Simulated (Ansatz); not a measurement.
## Vacancy on the In site of InAs

Level of theory: DFT, PBE, scalar-relativistic, no spin polarisation; plane waves to 420 eV with PAW datasets (Ansatz 0.2.0), 2×2×2 k-mesh, Gaussian smearing of 0.05 eV; PAW files: Ansatz's generated set soft_2.

The chain of runs began from a cell as deposited in COD, expanded in volume. Of that entry: the entry's cell lengths or inner coordinates differ somewhat from later room-temperature determinations.

One In atom is removed from a 3×2×2 supercell (24 sites) at the volume of the relaxed crystal; the cell stays neutral and its atoms are relaxed. The perfect supercell:

```yaml
crystal:
  lattice:
    - [0.00000, 9.28323, 9.28323]
    - [6.18882, 0.00000, 6.18882]
    - [6.18882, 6.18882, 0.00000]
  atoms:
    - { symbol: In, position: [0.00000, 0.00000, 0.00000] }
    - { symbol: As, position: [0.25000, 0.37500, 0.37500] }
    - { symbol: In, position: [0.00000, 0.00000, 0.50000] }
    - { symbol: As, position: [0.25000, 0.37500, 0.87500] }
    - { symbol: In, position: [0.00000, 0.50000, 0.00000] }
    - { symbol: As, position: [0.25000, 0.87500, 0.37500] }
    - { symbol: In, position: [0.00000, 0.50000, 0.50000] }
    - { symbol: As, position: [0.25000, 0.87500, 0.87500] }
    - { symbol: In, position: [0.33333, 0.00000, 0.00000] }
    - { symbol: As, position: [0.58333, 0.37500, 0.37500] }
    - { symbol: In, position: [0.33333, 0.00000, 0.50000] }
    - { symbol: As, position: [0.58333, 0.37500, 0.87500] }
    - { symbol: In, position: [0.33333, 0.50000, 0.00000] }
    - { symbol: As, position: [0.58333, 0.87500, 0.37500] }
    - { symbol: In, position: [0.33333, 0.50000, 0.50000] }
    - { symbol: As, position: [0.58333, 0.87500, 0.87500] }
    - { symbol: In, position: [0.66667, 0.00000, 0.00000] }
    - { symbol: As, position: [0.91667, 0.37500, 0.37500] }
    - { symbol: In, position: [0.66667, 0.00000, 0.50000] }
    - { symbol: As, position: [0.91667, 0.37500, 0.87500] }
    - { symbol: In, position: [0.66667, 0.50000, 0.00000] }
    - { symbol: As, position: [0.91667, 0.87500, 0.37500] }
    - { symbol: In, position: [0.66667, 0.50000, 0.50000] }
    - { symbol: As, position: [0.91667, 0.87500, 0.87500] }
```

What does it cost to form the vacancy, with the atom put into elemental In in its standard state?

3.11 eV. So small a cell and so coarse a mesh can leave errors of tenths of an eV, and no corrections are included. The vacancy's nearest images are 8.8 Å away.

The relaxed cell with the vacancy (pressure -1.2 GPa against 0.2 GPa without it; gap zero (metallic) against zero (metallic)):

```xyz
23
Lattice="0.0000 9.2832 9.2832 6.1888 0.0000 6.1888 6.1888 6.1888 0.0000" Properties=species:S:1:pos:R:3 pbc="T T T"
In   -0.0451    0.0407    0.0482
As    4.5585    4.7118    4.5987
In    3.0900    3.0990    0.0046
As    7.7171    7.7633    4.6689
In    3.0777    0.0225    3.1169
As    7.7522    4.6585    7.7529
In    6.1438    3.1426    3.1351
As   10.7473    7.6932    7.8062
In   -0.0320    3.1084    3.0934
As    4.6427    7.7737    7.7536
As    7.7062   10.8448    7.7504
In    3.0954    3.1243    6.2187
As    7.9715    7.5138   10.6082
In    6.1568    6.1878    6.2028
As   10.8316   10.8480   10.8681
In    0.0886    6.2769    6.1184
As    4.6581   10.8184   10.8352
In    3.0220    9.2102    6.1158
As    7.7322   13.9292   10.8348
In    3.1078    6.1862    9.2806
As    7.7243   10.8138   13.9083
In    6.2774    9.2128    9.3713
As   10.8469   13.9296   13.9128
```

A hop into the vacancy was tried too, but its band gave no sound barrier (unconverged, held by symmetry or too near the vacancy's images), so it is left out.

The cell is a metal with an odd number of electrons, and spin polarisation wasn't tried. The k-mesh is coarse, so small energy differences aren't converged.
